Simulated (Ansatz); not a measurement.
# Pt (Fm-3m) in Ansatz: notebook

One crystal, Pt, is run at these levels: PBEsol+D3(BJ), PBE; tasks: relaxation of cell and atoms, single point.

All numbers are computed with Ansatz 0.2.0; they aren't measurements. Logs are shortened: lines on timing, memory, paths and dates and some standing lists are left out, and cuts for length are marked.

## Step 1: The structure

The structure is cubic, space group Fm-3m (No. 225). The conventional cell has a = 3.922 Å, b = 3.922 Å, c = 3.922 Å, α = 90.00°, β = 90.00°, γ = 90.00°. Pt (site symmetry m-3m) has 12 Pt at 2.77 Å as nearest neighbours.

## Step 2: Relaxation of cell and atoms, PBEsol+D3(BJ)

The input, input.yaml:

```yaml
crystal:
  lattice:
    - [0.0, 1.9609, 1.9609]
    - [1.9609, 0.0, 1.9609]
    - [1.9609, 1.9609, 0.0]
  atoms:
    - { symbol: Pt, position: [0.0, 0.0, 0.0] }
kpoints:
  mp_grid: { grid: [12, 12, 12] }
scf:
  occupations: { method: fermi_dirac, width: 0.05 }
hamiltonian:
  xc: pbesol
  dispersion: d3bj
  pseudopotentials: { kind: all_electron, lapw: { basis_error: 0.001 } }
output:
  forces: true
  stress: true
relax:
  f_tol: 0.02
  max_steps: 60
  cell: {}
```

Potentials or basis: all-electron LAPW, scalar-relativistic.

Launch:

```console
$ ansatz run input.yaml --threads 1 --pin off --max-ram 3072MiB --backend cpu --events-out ev --progress --plain --runs-dir out
```

Output:

```text
Warning: RAYON_NUM_THREADS=1 ignored (pool sized by the plan → 1); use --threads N
The last accepted step is kept in <dir> (removed where the run ends without a failure and the disk answers)
LAPW: plane waves up to 8.729 Å⁻¹, error target 1.0e-3 eV per atom; small_component_spin mean_spin; Pt in spheres of 1.345 Å, 42 of its electrons in bands, Dirac shells [] (how accurate: hamiltonian.pseudopotentials.lapw.basis_error, Limitations)
Engine: ansatz 0.2.0, aarch64-unknown-linux-gnu
Pseudopotentials: kind: all_electron
Pseudopotential: Pt, LAPW, valence charge 42, lapw/all_electron/scalar/gaussian/Pt, Koelling and Harmon's equation, gaussian nucleus
Functional definition: PBEsol
  exchange = pbesol_x
  correlation = pbesol_c
Crystal: 1 atoms, lattice volume = 15.080 Å³
Basis set: ecut = 290.31871095186943 eV, 169 PW (Γ), exchange–correlation at level 2
Bands: 26, of which v1, the nominal top of the filled ones, is band 21 counted from 1 (20 counted from 0)
Symmetry: 48 space group operations
Space group: Fm-3m (ITA 225), of the structure as read, at distance tolerance 2.5e-5 Å
k-points: 72 of 1728
Non-local potential: Pt, projectors of the file, none
Initial density: superposition of atomic densities (chi_scale 0.1, normalization cell)
Initial wavefunctions: plane waves of lowest kinetic energy (no species holds an atomic orbital)
Functional: x = pbesol(κ = 0.804, μ = 0.12345679012345678), c = pbesol(β = 0.046)
iter 1 solved again at ethr=3.03e-4 eV; its pass at ethr=1.00e-1 eV (dr2=1.27e-1 eV) is discarded
SCF iter   1: F=—  HF=-500819.297892 eV  |F-HF|=—  |Δ(HF+E_count)|=         —  Δρ=3.89e-2  dr2=1.27e-1  ethr=3.03e-4  ⟨swp⟩=2.9  Hψ=11701  notcnv=0
preconditioner: auto → Kerker (q_TF=auto, 3.236 Å⁻¹)  [metal: Δε(μ)=0.014 eV  Ē_g=15.769 eV  σ=0.050 eV  W_gap=0.07  n_scr=14 (ndim 8)  ℏωp=30.2 eV  f_vac=0.005  D(μ)=1.87/eV (n_scr^D=26)]
iter 2 solved again at ethr=3.00e-5 eV; its pass at ethr=3.03e-4 eV (dr2=1.26e-2 eV) is discarded
SCF iter   2: F=—  HF=-500818.930176 eV  |F-HF|=—  |Δ(HF+E_count)|=   3.68e-1  Δρ=1.02e-2  dr2=1.26e-2  ethr=3.00e-5  ⟨swp⟩=2.0  Hψ=9615  notcnv=0
SCF iter   3: F=—  HF=-500818.910551 eV  |F-HF|=—  |Δ(HF+E_count)|=         —  Δρ=9.83e-3  dr2=1.19e-2  ethr=3.00e-5  ⟨swp⟩=2.0  Hψ=5429  notcnv=0
the basis was enlarged: its passes take 531.2 KiB over the memory plan, 1 of 1 planned eigensolver slots
SCF iter   4: F=—  HF=-500818.908272 eV  |F-HF|=—  |Δ(HF+E_count)|=   2.28e-3  Δρ=6.13e-3  dr2=5.29e-3  ethr=2.84e-5  ⟨swp⟩=2.0  Hψ=5092  notcnv=0
SCF iter   5: F=—  HF=-500818.907660 eV  |F-HF|=—  |Δ(HF+E_count)|=   6.12e-4  Δρ=2.50e-3  dr2=1.04e-3  ethr=1.26e-5  ⟨swp⟩=2.0  Hψ=5385  notcnv=0
SCF iter   6: F=—  HF=-500818.907733 eV  |F-HF|=—  |Δ(HF+E_count)|=   7.31e-5  Δρ=4.21e-4  dr2=2.84e-5  ethr=2.47e-6  ⟨swp⟩=2.0  Hψ=5429  notcnv=0
SCF iter   7: F=—  HF=-500818.907728 eV  |F-HF|=—  |Δ(HF+E_count)|=   5.57e-6  Δρ=7.54e-5  dr2=5.92e-7  ethr=6.75e-8  ⟨swp⟩=2.0  Hψ=5430  notcnv=0
SCF iter   8: F=-500818.907727 eV  HF=-500818.907727 eV  |F-HF|=1.18e-8  |Δ(HF+E_count)|=   6.88e-8  Δρ=1.47e-5  dr2=2.68e-8  ethr=1.41e-9  ⟨swp⟩=2.0  Hψ=5430  notcnv=0
SCF 1 converged in 8 iterations: F = -500818.907727 eV  dr2 = 2.68e-8
relax step   1: F+E_penalty+E_count = -500818.90772746 eV  Δ(F+E_penalty+E_count) = +0.000e0 eV  max|allowed force component| = 0.000e0 eV/Å  Δτ_max = 0.0000 Å  P = -8.703 GPa  Ω = 15.080 Å³  (8 SCF iters, accepted)
Crystal: 1 atoms, lattice volume = 13.828 Å³
Basis set: ecut = 307.5894492404094 eV, 169 PW (Γ), exchange–correlation at level 2
Initial density: handed on by an earlier stage of this run
Initial wavefunctions: those handed on with the density
iter 1 solved again at ethr=1.41e-7 eV; its pass at ethr=1.00e-1 eV (dr2=5.93e-5 eV) is discarded
SCF iter   1: F=—  HF=-500818.872440 eV  |F-HF|=—  |Δ(HF+E_count)|=         —  Δρ=8.16e-4  dr2=6.61e-5  ethr=1.41e-7  ⟨swp⟩=5.4  Hψ=11337  notcnv=0
preconditioner: auto → none  [metal: Δε(μ)=0.006 eV  Ē_g=17.234 eV  σ=0.050 eV  W_gap=0.03  n_scr=8 (ndim 8)  ℏωp=31.6 eV  f_vac=0.000  D(μ)=1.89/eV (n_scr^D=26)]
SCF iter   2: F=—  HF=-500818.871404 eV  |F-HF|=—  |Δ(HF+E_count)|=   1.04e-3  Δρ=6.87e-4  dr2=2.95e-5  ethr=1.41e-7  ⟨swp⟩=3.0  Hψ=5739  notcnv=0
SCF iter   3: F=—  HF=-500818.871321 eV  |F-HF|=—  |Δ(HF+E_count)|=   8.30e-5  Δρ=2.53e-4  dr2=3.32e-6  ethr=7.02e-8  ⟨swp⟩=2.0  Hψ=5419  notcnv=0
SCF iter   4: F=—  HF=-500818.871322 eV  |F-HF|=—  |Δ(HF+E_count)|=   6.66e-7  Δρ=8.08e-5  dr2=3.37e-7  ethr=7.91e-9  ⟨swp⟩=2.0  Hψ=5418  notcnv=0
iter 5 solved again at ethr=4.01e-12 eV; its pass at ethr=8.04e-10 eV (dr2=1.68e-9 eV) is discarded
SCF iter   5: F=-500818.871321 eV  HF=-500818.871321 eV  |F-HF|=3.20e-9  |Δ(HF+E_count)|=   7.75e-8  Δρ=5.95e-6  dr2=1.68e-9  ethr=4.01e-12  ⟨swp⟩=2.2  Hψ=9275  notcnv=0
SCF 2 converged in 5 iterations: F = -500818.871321 eV  dr2 = 1.68e-9
relax step   2: F+E_penalty+E_count = -500818.87132149 eV  Δ(F+E_penalty+E_count) = +3.641e-2 eV  max|allowed force component| = 0.000e0 eV/Å  Δτ_max = 0.0000 Å  P = +20.638 GPa  Ω = 13.828 Å³  (5 SCF iters, rejected (line search))
Crystal: 1 atoms, lattice volume = 14.685 Å³
Basis set: ecut = 295.4934184257488 eV, 169 PW (Γ), exchange–correlation at level 2
iter 1 solved again at ethr=9.03e-8 eV; its pass at ethr=1.00e-1 eV (dr2=3.79e-5 eV) is discarded
SCF iter   1: F=—  HF=-500818.920650 eV  |F-HF|=—  |Δ(HF+E_count)|=         —  Δρ=6.15e-4  dr2=4.06e-5  ethr=9.03e-8  ⟨swp⟩=5.1  Hψ=11185  notcnv=0
preconditioner: auto → Kerker (q_TF=auto, 3.251 Å⁻¹)  [metal: Δε(μ)=0.005 eV  Ē_g=16.454 eV  σ=0.050 eV  W_gap=0.02  n_scr=14 (ndim 8)  ℏωp=30.6 eV  f_vac=0.000  D(μ)=2.01/eV (n_scr^D=26)]
SCF iter   2: F=—  HF=-500818.920092 eV  |F-HF|=—  |Δ(HF+E_count)|=   5.58e-4  Δρ=4.04e-4  dr2=8.02e-6  ethr=9.03e-8  ⟨swp⟩=3.0  Hψ=5695  notcnv=0
SCF iter   3: F=—  HF=-500818.920049 eV  |F-HF|=—  |Δ(HF+E_count)|=   4.28e-5  Δρ=1.87e-4  dr2=1.96e-6  ethr=1.91e-8  ⟨swp⟩=2.0  Hψ=5424  notcnv=0
SCF iter   4: F=—  HF=-500818.920051 eV  |F-HF|=—  |Δ(HF+E_count)|=   1.41e-6  Δρ=1.03e-4  dr2=7.64e-7  ethr=4.66e-9  ⟨swp⟩=2.0  Hψ=5425  notcnv=0
SCF iter   5: F=—  HF=-500818.920051 eV  |F-HF|=—  |Δ(HF+E_count)|=   1.79e-7  Δρ=3.64e-5  dr2=1.46e-7  ethr=1.82e-9  ⟨swp⟩=2.0  Hψ=5425  notcnv=0
iter 6 solved again at ethr=7.23e-12 eV; its pass at ethr=3.47e-10 eV (dr2=3.04e-9 eV) is discarded
SCF iter   6: F=-500818.920051 eV  HF=-500818.920051 eV  |F-HF|=1.75e-10  |Δ(HF+E_count)|=   8.85e-9  Δρ=5.41e-6  dr2=3.03e-9  ethr=7.23e-12  ⟨swp⟩=2.0  Hψ=9266  notcnv=0
SCF 3 converged in 6 iterations: F = -500818.920051 eV  dr2 = 3.03e-9
relax step   3: F+E_penalty+E_count = -500818.92005083 eV  Δ(F+E_penalty+E_count) = -1.232e-2 eV  max|allowed force component| = 0.000e0 eV/Å  Δτ_max = 0.0000 Å  P = -1.096 GPa  Ω = 14.685 Å³  (6 SCF iters, accepted)
Crystal: 1 atoms, lattice volume = 14.630 Å³
Basis set: ecut = 296.23554398606456 eV, 169 PW (Γ), exchange–correlation at level 2
iter 1 solved again at ethr=7.39e-10 eV; its pass at ethr=1.00e-1 eV (dr2=3.10e-7 eV) is discarded
SCF iter   1: F=—  HF=-500818.920230 eV  |F-HF|=—  |Δ(HF+E_count)|=         —  Δρ=3.01e-5  dr2=9.69e-8  ethr=7.39e-10  ⟨swp⟩=6.0  Hψ=10740  notcnv=0
preconditioner: auto → Kerker (q_TF=auto, 3.253 Å⁻¹)  [metal: Δε(μ)=0.007 eV  Ē_g=16.513 eV  σ=0.050 eV  W_gap=0.03  n_scr=14 (ndim 8)  ℏωp=30.7 eV  f_vac=0.000  D(μ)=1.99/eV (n_scr^D=26)]
SCF iter   2: F=—  HF=-500818.920228 eV  |F-HF|=—  |Δ(HF+E_count)|=   1.63e-6  Δρ=2.65e-5  dr2=3.60e-8  ethr=2.31e-10  ⟨swp⟩=3.0  Hψ=5742  notcnv=0
SCF iter   3: F=-500818.920228 eV  HF=-500818.920228 eV  |F-HF|=4.13e-9  |Δ(HF+E_count)|=   1.65e-7  Δρ=1.29e-5  dr2=8.93e-9  ethr=8.56e-11  ⟨swp⟩=2.0  Hψ=5425  notcnv=0
SCF 4 converged in 3 iterations: F = -500818.920228 eV  dr2 = 8.93e-9
relax step   4: F+E_penalty+E_count = -500818.92022776 eV  Δ(F+E_penalty+E_count) = -1.769e-4 eV  max|allowed force component| = 0.000e0 eV/Å  Δτ_max = 0.0000 Å  P = +0.074 GPa  Ω = 14.630 Å³  (3 SCF iters, accepted)
Crystal: 1 atoms, lattice volume = 14.634 Å³
Basis set: ecut = 296.1888192476696 eV, 169 PW (Γ), exchange–correlation at level 2
iter 1 solved again at ethr=1.23e-11 eV; its pass at ethr=1.00e-1 eV (dr2=5.16e-9 eV) is discarded
SCF iter   1: F=—  HF=-500818.920228 eV  |F-HF|=—  |Δ(HF+E_count)|=         —  Δρ=1.36e-5  dr2=1.02e-8  ethr=1.23e-11  ⟨swp⟩=5.6  Hψ=10155  notcnv=0
preconditioner: auto → Kerker (q_TF=auto, 3.252 Å⁻¹)  [metal: Δε(μ)=0.007 eV  Ē_g=16.509 eV  σ=0.050 eV  W_gap=0.03  n_scr=14 (ndim 8)  ℏωp=30.7 eV  f_vac=0.000  D(μ)=1.99/eV (n_scr^D=26)]
SCF iter   2: F=-500818.920229 eV  HF=-500818.920229 eV  |F-HF|=1.69e-9  |Δ(HF+E_count)|=   7.08e-8  Δρ=7.36e-6  dr2=3.65e-9  ethr=1.23e-11  ⟨swp⟩=2.5  Hψ=5458  notcnv=0
SCF 5 converged in 2 iterations: F = -500818.920229 eV  dr2 = 3.65e-9
relax step   5: F+E_penalty+E_count = -500818.92022854 eV  Δ(F+E_penalty+E_count) = -7.743e-7 eV  max|allowed force component| = 0.000e0 eV/Å  Δτ_max = 0.0000 Å  P = -0.001 GPa  Ω = 14.634 Å³  (2 SCF iters, accepted)
iter 1 solved again at ethr=6.77e-12 eV; its pass at ethr=1.00e-1 eV (dr2=2.85e-9 eV) is discarded
SCF iter   1: F=—  HF=-500818.920228 eV  |F-HF|=—  |Δ(HF+E_count)|=         —  Δρ=7.15e-6  dr2=2.84e-9  ethr=6.77e-12  ⟨swp⟩=3.0  Hψ=9055  notcnv=0
SCF iter   2: F=-500818.920228 eV  HF=-500818.920228 eV  |F-HF|=3.49e-10  |Δ(HF+E_count)|=   7.66e-8  Δρ=4.79e-6  dr2=1.52e-9  ethr=6.76e-12  ⟨swp⟩=2.6  Hψ=5473  notcnv=0
SCF 6 converged in 2 iterations: F = -500818.920228 eV  dr2 = 1.52e-9
relax step   6: F+E_penalty+E_count = -500818.92022848 eV  Δ(F+E_penalty+E_count) = +5.972e-8 eV  max|allowed force component| = 0.000e0 eV/Å  Δτ_max = 0.0000 Å  P = -0.001 GPa  Ω = 14.634 Å³  stress off target by 1.08e-3 GPa  SCF on the basis re-selected at this cell (its energy is not comparable with the rows above)  (2 SCF iters)
basis re-selected at this cell: Δ(F+E_penalty+E_count) = +5.972e-8 eV, ΔP = -0.000 GPa vs the last step (what re-selecting the basis moved, after the strain that the cell walked since its last selection, with what the two solves' SCF thresholds leave and, on support functions, any second-order correction that the steps lacked; it is no measure of the basis error at this ecutwfc). This SCF's stress stands 1.08e-3 GPa from its target on what of the cell is left free (relax.cell.stress_tol is 5.00e-2 GPa) and its largest allowed force component is 0.00e0 eV/Å (relax.f_tol is 2.00e-2 eV/Å): within both
SCF converged after 2 iterations
Free energy (F): -500818.920228 eV
Harris-Foulkes:  -500818.920228 eV  (|F-HF|=3.49e-10)
Internal energy: -500818.904956 eV  (E = F + TS)
E sigma→0 (E₀):  -500818.912592 eV
Entropy (-TS):   -0.015272 eV (-15.272 meV/atom)
Fermi energy:    29.860902 eV
--- Per-component energies (eV) ---
  E_band       = -3271.060614
  E_kinetic    = 568680.315842
  E_xc         = -9554.111077
  E_electrostatic = -1059944.337495  (all electrons and nuclei)
  E_disp       = -0.772226  (pairwise vdW)
  E_smearing   = -0.015272  (= −TS)
  E_closure    = 0.000000  (closes the sum)
  E_atoms      = -500811.181748  (free atoms, spherical and without spin; not in F)
  Σ components = -500818.920228   (vs F -500818.920228, Δ=0.00e0)
  Basis errors (estimates in eV, not in F): energy 2.6e-4 per atom: plane waves 2.2e-4 (1.2e-4 summed), levels above the bands 3.2e-157, relativity 6.9e-8, radial functions 3.5e-5, core shells 3.7e-7; eigenvalues (radial functions only) 3.1e-6; not estimated: angular momenta, meshes, grids; target (lapw.basis_error) 1.0e-3; muffin-tin radii Pt 1.332 Å
--- Forces (eV/Å), atoms counted from 1 ---
  atom   1  Pt     0.00000000    -0.00000000     0.00000000
  max |Σ_I F_I| component: 1.15e-31 eV/Å
--- Stress (GPa, compression-positive) ---
       -0.001083      -0.000000      -0.000000
       -0.000000      -0.001083      -0.000000
       -0.000000      -0.000000      -0.001083
  P = ⅓ Tr σ = -0.0011 GPa (-0.011 kbar)
--- Relaxed structure (5 steps of the walk, 4 accepted, 1 SCFs on fresh bases) ---
  F+E_penalty+E_count = -500818.92022848 eV   max|allowed force component| = 0.000e0 eV/Å   (the final SCF, on the basis selected at the relaxed cell)
  cell:  # Å, volume = 14.6338 Å³
    - [-5.095372032895586e-35, 1.9413714106117272, 1.9413714106117272]
    - [1.9413714106117272, -1.878918437130249e-34, 1.9413714106117272]
    - [1.9413714106117272, 1.9413714106117272, -1.3693812338406899e-34]
  atoms:
    - { symbol: Pt, position: [0.0, 0.0, 0.0] }
```

Run time: 33 s. Hardware: 1 thread of Arm Neoverse V1, shared host; peak memory 0.31 GiB.

What came out:

| Item | Value |
| --- | --- |
| Free energy | -500818.9202 eV |
| Relaxed volume | 14.63 Å³/atom |
| Relaxed cell | a = 2.746 Å, b = 2.746 Å, c = 2.746 Å, α = 60.00°, β = 60.00°, γ = 60.00° |
| Space group after relaxing (to 0.05 Å) | Fm-3m (No. 225) |
| Energy gained by relaxing | 12.5 meV/atom |
| Ionic steps | 5 |
| Pressure after relaxing | 0.0 GPa |

Step by step:
```csv
step,energy change (eV),largest force (eV/Å),volume (Å³)
1,0.0000,0.0000,15.08
2,-0.0123,0.0000,14.69
3,-0.0125,0.0000,14.63
4,-0.0125,0.0000,14.63
5,-0.0125,0.0000,14.63
```

Final structure:
```
CELL_PARAMETERS angstrom
0.00000 1.94137 1.94137
1.94137 0.00000 1.94137
1.94137 1.94137 0.00000
ATOMIC_POSITIONS crystal
Pt 0.00000 0.00000 0.00000
```

Spin-orbit coupling is left out, which matters for the levels of Pt.

## Step 3: Single point, PBE

The input, input.yaml:

```yaml
crystal:
  lattice:
    - [0.0, 1.9609, 1.9609]
    - [1.9609, 0.0, 1.9609]
    - [1.9609, 1.9609, 0.0]
  atoms:
    - { symbol: Pt, position: [0.0, 0.0, 0.0] }
kpoints:
  mp_grid: { grid: [7, 7, 7] }
scf:
  occupations: { method: fermi_dirac, width: 0.03 }
hamiltonian:
  xc: pbe
  pseudopotentials: { kind: all_electron, lapw: { basis_error: 0.004 } }
output:
  forces: true
  stress: true
  eigenvalues: true
```

Potentials or basis: all-electron LAPW, scalar-relativistic.

Launch:

```console
$ ansatz run input.yaml --threads 1 --pin off --max-ram 3072MiB --backend cpu --events-out ev --progress --plain --runs-dir out
```

It took 2.4 s on 1 thread of Arm Neoverse V1, shared host; peak memory 0.22 GiB.

It converged, with:

| Property | Result |
| --- | --- |
| Free energy | -500957.2713 eV |
| Pressure | 11.6 GPa |
| Band gap on the k mesh | none (metal or under the smearing width) |

Levels at points of the mesh, in eV from the Fermi level:
```tsv
k point	band 17	band 18	band 19	band 20	band 21	band 22	band 23	band 24	band 25	band 26
(0.00, 0.00, 0.00)	-10.37	-3.90	-3.90	-3.90	-1.73	-1.73	14.46	19.42	19.42	19.42
```

Caveat: the k mesh is coarse (spacing up to 0.40 Å⁻¹), so the values aren't converged; the k mesh is thin for a metal, which can move the energy by tens of meV per atom.
